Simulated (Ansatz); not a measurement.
# SnO (Pmn2_1) in Ansatz: further runs

One crystal, SnO, is run at these levels: LDA, PBEsol, r2SCAN, HSE06; tasks: projected density of states.

Program: Ansatz 0.2.0. These are calculated values, not measurements. Logs are shortened: lines on timing, memory, paths and dates and some standing lists are left out, and cuts for length are marked.

## Step 1: Starting point

It takes space group Pmn2_1 (No. 31, orthorhombic). Conventional cell: a = 3.355 Å, b = 5.674 Å, c = 4.222 Å, α = 90.00°, β = 90.00°, γ = 90.00°. Sn (site symmetry m) is surrounded by 3 O at 2.15 to 2.16 Å. O (site symmetry m) has 3 Sn at 2.15 to 2.16 Å as nearest neighbours.

The cell comes from a database or a generator and needn't be the stable form of this composition.

## Step 2: Projected density of states, LDA

input.yaml

```yaml
crystal:
  lattice:
    - [3.355005, 0.0, 0.0]
    - [0.0, 5.674104, 0.0]
    - [0.0, 0.0, 4.22197]
  atoms:
    - { symbol: Sn, position: [0.5, 0.768091, 0.013144] }
    - { symbol: Sn, position: [0.0, 0.231909, 0.513144] }
    - { symbol: O, position: [0.5, 0.10875, 0.236857] }
    - { symbol: O, position: [0.0, 0.89125, 0.736857] }
hamiltonian:
  xc: lda
  pseudopotentials: { kind: paw }
kpoints:
  mp_grid: { grid: [5, 3, 4] }
scf:
  occupations: { method: fermi_dirac, width: 0.05 }
  n_extra_bands: 10
output:
  forces: true
  stress: true
  eigenvalues: true
  dos: { projected: true, de: 0.05, nscf_kmesh: { grid: [8, 5, 6] } }
  write_density: true
  write_potential: true
  elf: true
  volumetric_format: npy
```

Potentials or basis: Ansatz PAW.

Run with:

```bash
ansatz run input.yaml --threads 2 --pin off --max-ram 5632MiB --backend cpu --events-out ev --progress --plain --runs-dir out
```

What it wrote:

```text
Warning: RAYON_NUM_THREADS=2 ignored (pool sized by the plan → 2); use --threads N
scf.n_extra_bands = 10 over 20 filled bands (N_el = 40.0): the run solves 30 bands
Engine: ansatz 0.2.0, aarch64-unknown-linux-gnu
Pseudopotentials: kind: paw
Pseudopotential: Sn, paw, valence charge 14, recommended cutoff 420 eV (normal), Sn.paw.azcp
Pseudopotential: O, paw, valence charge 6, recommended cutoff 420 eV (normal), O.paw.azcp
Functional definition: SPW92
  exchange = slater_x
  correlation = pw_c
Crystal: 4 atoms, lattice volume = 80.372 Å³
Basis set: ecut = 420 eV, 1551 PW (Γ)
Bands: 30, of which v1, the nominal top of the filled ones, is band 20 counted from 1 (19 counted from 0)
Symmetry: 4 space group operations
Space group: Pmn21 (ITA 31), of the structure as read, at distance tolerance 4.3e-5 Å
k-points: 18 of 60 (time reversal used)
Non-local potential: Sn, projectors of the file, l = 0: 2, l = 1: 2, l = 2: 2, l = 3: 2
Non-local potential: O, projectors of the file, l = 0: 2, l = 1: 2, l = 2: 1
PAW form: soft (Blöchl's): semilocal exchange-correlation on the pseudo side does not see the compensation charge
PAW frozen core: Sn, regenerated for the run's functional, and the local potential with it (the file was generated under x = pbe(κ = 0.804, μ = 0.2195149727645171), c = pbe(β = 0.06672455060314922))
PAW frozen core: O, regenerated for the run's functional, and the local potential with it (the file was generated under x = pbe(κ = 0.804, μ = 0.2195149727645171), c = pbe(β = 0.06672455060314922))
PAW one-centre angular grid: Sn, 590 points (default); XC on 64 Gauss nodes
PAW one-centre angular grid: O, 110 points (default); XC on 64 Gauss nodes
Initial density: superposition of atomic densities (neutral atoms: chi_scale 0, normalization atom), corrected by the library's trained network
Initial wavefunctions: pseudopotential atomic-orbital guess
Functional: x = slater, c = lda
SCF iter   1: F=—  HF=-12869.307695 eV  |F-HF|=—  |Δ(HF+E_count)|=         —  Δρ=1.53e-2  dr2=1.80e-1  ethr=1.77e-3  ⟨swp⟩=6.5  Hψ=2624  notcnv=0  defer=19
preconditioner: auto → Resta (q_TF=auto, 2.429 Å⁻¹)  ε∞=2.6  [insulator: Δε(μ)=1.486 eV  Ē_g=20.612 eV  σ=0.050 eV  W_gap=1.00  n_scr=20 (ndim 8)  ℏωp=26.2 eV  f_vac=0.008  D(μ)=0.00/eV (n_scr^D=0)  ε∞_Penn≈2.6]
SCF iter   2: F=—  HF=-12869.274056 eV  |F-HF|=—  |Δ(HF+E_count)|=   3.36e-2  Δρ=6.12e-3  dr2=3.39e-2  ethr=4.49e-4  ⟨swp⟩=2.0  Hψ=793  notcnv=0  defer=69
SCF iter   3: F=—  HF=-12869.266741 eV  |F-HF|=—  |Δ(HF+E_count)|=   7.31e-3  Δρ=9.39e-4  dr2=7.26e-4  ethr=8.48e-5  ⟨swp⟩=2.1  Hψ=667  notcnv=0  defer=70
SCF iter   4: F=—  HF=-12869.266550 eV  |F-HF|=—  |Δ(HF+E_count)|=   1.91e-4  Δρ=1.16e-4  dr2=1.12e-5  ethr=1.81e-6  ⟨swp⟩=2.3  Hψ=629  notcnv=0  defer=70
SCF iter   5: F=—  HF=-12869.266550 eV  |F-HF|=—  |Δ(HF+E_count)|=   2.07e-7  Δρ=2.86e-5  dr2=3.89e-7  ethr=2.81e-8  ⟨swp⟩=2.2  Hψ=830  notcnv=0  defer=70
SCF iter   6: F=-12869.266550 eV  HF=-12869.266550 eV  |F-HF|=2.05e-8  |Δ(HF+E_count)|=   7.10e-8  Δρ=6.00e-6  dr2=3.20e-8  ethr=2.50e-10  ⟨swp⟩=14.1  Hψ=4088  notcnv=0
SCF 1 converged in 6 iterations: F = -12869.266550 eV  dr2 = 3.20e-8
NSCF: frozen V_eff on 60 k-points
SCF converged after 6 iterations
Free energy (F): -12869.266550 eV
Harris-Foulkes:  -12869.266550 eV  (|F-HF|=2.05e-8)
Internal energy: -12869.266550 eV  (E = F + TS)
E sigma→0 (E₀):  -12869.266550 eV
Entropy (-TS):   -0.000000 eV (-0.000 meV/atom)
Fermi energy:    7.671273 eV
--- Per-component energies (eV) ---
  E_band       = -266.297495
  E_kinetic    = 719.636265
  E_local      = -3029.899682  (includes V_loc(G=0)·N_el)
  E_nonlocal   = 44.202802
  E_hartree    = 1581.357491
  E_xc         = -901.390743
  E_vxc        = -381.416248  (∫ρ·V_xc dr)
  E_paw        = -8282.589059  (= ΣΔE_a)
  E_vpaw       = -781.533592  (= ΣTr[D̂ρ^β])
  E_aug_tail   = 0.004910  (compensation charges beyond the density's cutoff)
  E_ewald      = -3001.632174
  E_core_change = 1.043639  (= ΣΔE_core)
  E_smearing   = -0.000000  (= −TS)
  E_closure    = -0.000000  (closes the sum)
  Σ components = -12869.266550   (vs F -12869.266550, Δ=0.00e0)
--- Forces (eV/Å), atoms counted from 1 ---
  atom   1  Sn     0.00000000     0.71092936    -0.22452694
  atom   2  Sn     0.00000000    -0.71092936    -0.22452694
  atom   3  O      0.00000000    -0.17509809     0.22454456
  atom   4  O      0.00000000     0.17509809     0.22454456
  max |Σ_I F_I| component: 3.52e-5 eV/Å
--- Stress (GPa, compression-positive) ---
       -6.295403       0.000000       0.000000
        0.000000      -5.129981       0.000000
        0.000000       0.000000      -4.830165
  P = ⅓ Tr σ = -5.4185 GPa (-54.185 kbar)
--- Band table (eV; the first three rows and the last of 18) ---
  k-point 0: bands = ["-14.1465", "-13.8411", "-13.7482", "-13.7278", "-13.7007", "-13.6629", "-13.6472", "-13.6389", "-13.5970", "-13.5923", "-11.5436", "-9.7854", "-0.6305", "1.1267", "2.7049", "3.1212", "3.4448", "4.3145", "4.9056", "6.8984", "9.5139", "10.0478", "12.7354", "12.7376", "14.8495", "14.8763", "15.5773", "16.1281", "16.4412", "18.1516"]
  k-point 1: bands = ["-14.1114", "-13.8913", "-13.7378", "-13.7267", "-13.7082", "-13.6884", "-13.6389", "-13.6305", "-13.6056", "-13.5982", "-11.2709", "-10.0346", "-0.5072", "0.8351", "2.6953", "3.3098", "3.7076", "4.1611", "5.2481", "6.0013", "9.4304", "10.0930", "11.5689", "12.7745", "14.7638", "14.8620", "16.3611", "17.5446", "18.5387", "18.6952"]
  k-point 2: bands = ["-14.0122", "-14.0122", "-13.7204", "-13.7204", "-13.7167", "-13.7167", "-13.6208", "-13.6208", "-13.6132", "-13.6132", "-10.6437", "-10.6437", "0.0193", "0.0193", "3.5090", "3.5090", "3.7528", "3.7528", "5.2657", "5.2657", "9.5191", "9.5191", "12.0809", "12.0809", "14.7702", "14.7702", "17.9598", "17.9598", "19.7370", "19.7370"]
  k-point 17: bands = ["-14.1044", "-14.1044", "-13.7343", "-13.7343", "-13.6617", "-13.6617", "-13.6507", "-13.6507", "-13.5840", "-13.5840", "-10.0990", "-10.0990", "-0.2778", "-0.2778", "2.5085", "2.5085", "3.8800", "3.8800", "6.1691", "6.1691", "9.3583", "9.3583", "11.2137", "11.2137", "13.1529", "13.1529", "16.4400", "16.4400", "18.6272", "18.6272"]
```

Run time: 7.8 s. Hardware: 2 threads of Arm Neoverse V1, shared host; peak memory 0.36 GiB.

Results:

- Free energy: -12869.2666 eV
- Pressure: -5.4 GPa
- Largest force: 0.746 eV/Å
- Band gap on the k mesh: 1.59 eV, indirect (least direct gap 2.19 eV)

Forces in eV/Å, atoms in the order of the input:
```
Sn   0.000  0.711 -0.225
Sn   0.000 -0.711 -0.225
O    0.000 -0.175  0.225
O    0.000  0.175  0.225
```

Stress tensor (GPa, compression positive):
```
-6.30  0.00  0.00
 0.00 -5.13  0.00
 0.00  0.00 -4.83
```

States per cell in windows of 1 eV (zero at the valence-band top; states under -8 eV left out):
```
from (eV)  total  O 2p  Sn 5p  Sn 5s  O 2s  Sn 4d
     -8.0   2.22  1.00   0.14   1.04  0.04   0.01
     -7.0   1.23  0.54   0.09   0.52  0.07   0.01
     -6.0   0.50  0.16   0.05   0.24  0.05   0.00
     -5.0   3.06  2.15   0.74   0.10  0.03   0.02
     -4.0   1.74  1.33   0.28   0.08  0.02   0.01
     -3.0   3.26  2.66   0.38   0.15  0.04   0.01
     -2.0   2.34  1.34   0.51   0.44  0.01   0.01
     -1.0   1.63  0.68   0.40   0.52  0.01   0.00
      0.0   0.00  0.00   0.00   0.00  0.00   0.00
      1.0   0.22  0.03   0.15   0.01  0.02   0.00
      2.0   2.32  0.36   1.55   0.14  0.15   0.00
      3.0   1.43  0.20   0.94   0.13  0.09   0.00
      4.0   2.00  0.27   1.43   0.08  0.08   0.00
      5.0   1.92  0.27   1.30   0.11  0.04   0.00
      6.0   2.79  0.45   1.84   0.15  0.03   0.00
      7.0   1.14  0.12   0.82   0.03  0.01   0.00
```

Caveat: odd divisions of the mesh miss points on the zone boundary, where band edges often lie, so the gap on the mesh can be too wide; the pressure holds a Pulay correction of +0.5 GPa for the finite cutoff; spin-orbit coupling is left out, which moves the levels of the heavy elements; the PAW data sets come from PBE, with cores solved anew for the run's functional, which leaves a small shift of forces and pressure; the density of states is complete only up to the lowest level of the last band computed.

## Step 3: Projected density of states, PBEsol

input.yaml, as its differences from that of step 2:

```diff
@@ -11,3 +11,3 @@
 hamiltonian:
-  xc: lda
+  xc: pbesol
   pseudopotentials: { kind: paw }
@@ -23,5 +23 @@
   dos: { projected: true, de: 0.05, nscf_kmesh: { grid: [8, 5, 6] } }
-  write_density: true
-  write_potential: true
-  elf: true
-  volumetric_format: npy
```

Potentials or basis: Ansatz PAW.

Run with:

```bash
ansatz run input.yaml --threads 2 --pin off --max-ram 5632MiB --backend cpu --events-out ev --progress --plain --runs-dir out
```

What it wrote:

```text
Warning: RAYON_NUM_THREADS=2 ignored (pool sized by the plan → 2); use --threads N
scf.n_extra_bands = 10 over 20 filled bands (N_el = 40.0): the run solves 30 bands
Engine: ansatz 0.2.0, aarch64-unknown-linux-gnu
Pseudopotentials: kind: paw
Pseudopotential: Sn, paw, valence charge 14, recommended cutoff 420 eV (normal), Sn.paw.azcp
Pseudopotential: O, paw, valence charge 6, recommended cutoff 420 eV (normal), O.paw.azcp
Functional definition: PBEsol
  exchange = pbesol_x
[... 53 lines left out ...]
  atom   3  O      0.00000000    -0.12143014     0.12821870
  atom   4  O      0.00000000     0.12143014     0.12821870
  max |Σ_I F_I| component: 1.06e-4 eV/Å
--- Stress (GPa, compression-positive) ---
       -3.622967       0.000000       0.000000
        0.000000      -2.766996       0.000000
        0.000000       0.000000      -2.699257
  P = ⅓ Tr σ = -3.0297 GPa (-30.297 kbar)
--- Band table (eV; the first three rows and the last of 18) ---
  k-point 0: bands = ["-13.9867", "-13.6651", "-13.5738", "-13.5526", "-13.5250", "-13.4882", "-13.4710", "-13.4616", "-13.4217", "-13.4148", "-11.5138", "-9.7826", "-0.3609", "1.3569", "2.9297", "3.3458", "3.6679", "4.5354", "5.1202", "7.1521", "9.7769", "10.2810", "12.9843", "13.0320", "15.1587", "15.1704", "15.8202", "16.3929", "16.6812", "18.3284"]
  k-point 1: bands = ["-13.9504", "-13.7192", "-13.5633", "-13.5514", "-13.5326", "-13.5149", "-13.4630", "-13.4531", "-13.4302", "-13.4206", "-11.2415", "-10.0257", "-0.2436", "1.0712", "2.9192", "3.5338", "3.9296", "4.3822", "5.4666", "6.2483", "9.6875", "10.3500", "11.8301", "13.0369", "15.0806", "15.1528", "16.6123", "17.7631", "18.8106", "18.8949"]
  k-point 2: bands = ["-13.8473", "-13.8473", "-13.5449", "-13.5449", "-13.5425", "-13.5425", "-13.4453", "-13.4453", "-13.4357", "-13.4357", "-10.6218", "-10.6218", "0.2688", "0.2688", "3.7325", "3.7325", "3.9750", "3.9750", "5.4965", "5.4965", "9.7838", "9.7838", "12.3358", "12.3358", "15.0768", "15.0768", "18.1809", "18.1809", "19.9623", "19.9623"]
  k-point 17: bands = ["-13.9452", "-13.9452", "-13.5589", "-13.5589", "-13.4873", "-13.4873", "-13.4748", "-13.4748", "-13.4069", "-13.4069", "-10.0889", "-10.0889", "-0.0118", "-0.0118", "2.7398", "2.7398", "4.1086", "4.1086", "6.4200", "6.4200", "9.5824", "9.5824", "11.4681", "11.4681", "13.4264", "13.4264", "16.6760", "16.6760", "18.8713", "18.8713"]
```

dos.tsv:

```text
# E-E_F[eV]	g_bin_mean(E)[states/eV]	N(E)
# format = ansatz-dos/2
# fermi_ev = 7.868237
# fermi_mp_grid = 8 5 6
# fermi_mp_shift = 0 0 0
# nscf_kmesh_grid = 8 5 6
# nscf_kmesh_shift = 0 0 0
# g_bin_mean(E): the states in a bin one row spacing wide, centred on E, divided by that spacing. States that the method places at a single energy (under output.dos.method: tetrahedron, those of a tetrahedron whose four corners have one energy) are counted whole in the row whose bin holds that energy (on the edge of two bins, in the lower row). The sum of g_bin_mean over a run of rows, times the row spacing, is the number of states from half a spacing under the first of them to half a spacing over the last (a plain sum, not the trapezoid rule).
-22.354894	0.000000e0	0.000000e0
-22.304894	0.000000e0	0.000000e0
-22.254894	0.000000e0	0.000000e0
-22.204894	0.000000e0	0.000000e0
-22.154894	0.000000e0	0.000000e0
-22.104894	0.000000e0	0.000000e0
[... 692 lines left out ...]
12.545106	0.000000e0	6.000000e1
12.595106	0.000000e0	6.000000e1
```

Run time: 7.6 s. Hardware: 2 threads of Arm Neoverse V1, shared host; peak memory 0.34 GiB.

Results:

- Free energy: -13020.9983 eV
- Pressure: -3.0 GPa
- Largest force: 0.429 eV/Å
- Band gap on the k mesh: 1.55 eV, indirect (least direct gap 2.14 eV)

Forces on the atoms (eV/Å):
```
Sn   0.000  0.410 -0.128
Sn   0.000 -0.410 -0.128
O    0.000 -0.121  0.128
O    0.000  0.121  0.128
```

States per cell in windows of 1 eV (zero at the valence-band top; states under -8 eV left out):
| from (eV) | total | O 2p | Sn 5p | Sn 5s | O 2s | Sn 4d |
| --- | --- | --- | --- | --- | --- | --- |
| -8.0 | 2.22 | 1.01 | 0.14 | 1.03 | 0.04 | 0.01 |
| -7.0 | 1.25 | 0.55 | 0.09 | 0.53 | 0.07 | 0.01 |
| -6.0 | 0.49 | 0.16 | 0.05 | 0.23 | 0.04 | 0.00 |
| -5.0 | 3.15 | 2.22 | 0.75 | 0.10 | 0.03 | 0.02 |
| -4.0 | 1.79 | 1.37 | 0.28 | 0.09 | 0.02 | 0.01 |
| -3.0 | 3.16 | 2.59 | 0.36 | 0.14 | 0.03 | 0.01 |
| -2.0 | 2.35 | 1.32 | 0.53 | 0.46 | 0.02 | 0.00 |
| -1.0 | 1.58 | 0.64 | 0.40 | 0.52 | 0.01 | 0.00 |
| 0.0 | 0.00 | 0.00 | 0.00 | 0.00 | 0.00 | 0.00 |
| 1.0 | 0.25 | 0.03 | 0.18 | 0.01 | 0.02 | 0.00 |
| 2.0 | 2.32 | 0.36 | 1.55 | 0.14 | 0.14 | 0.00 |
| 3.0 | 1.40 | 0.20 | 0.92 | 0.13 | 0.08 | 0.00 |
| 4.0 | 1.98 | 0.26 | 1.41 | 0.08 | 0.08 | 0.00 |
| 5.0 | 1.91 | 0.27 | 1.28 | 0.11 | 0.04 | 0.00 |
| 6.0 | 2.75 | 0.44 | 1.79 | 0.15 | 0.03 | 0.00 |
| 7.0 | 1.20 | 0.13 | 0.85 | 0.04 | 0.01 | 0.00 |

Caveat: odd divisions of the mesh miss points on the zone boundary, where band edges often lie, so the gap on the mesh can be too wide; the pressure holds a Pulay correction of +0.4 GPa for the finite cutoff; spin-orbit coupling is left out, which moves the levels of the heavy elements; the PAW data sets come from PBE, with cores solved anew for the run's functional, which leaves a small shift of forces and pressure; the density of states is complete only up to the lowest level of the last band computed. A hybrid or GW would open this gap; PBEsol tends to underestimate it.

(Part 1 of 2 ends here.)
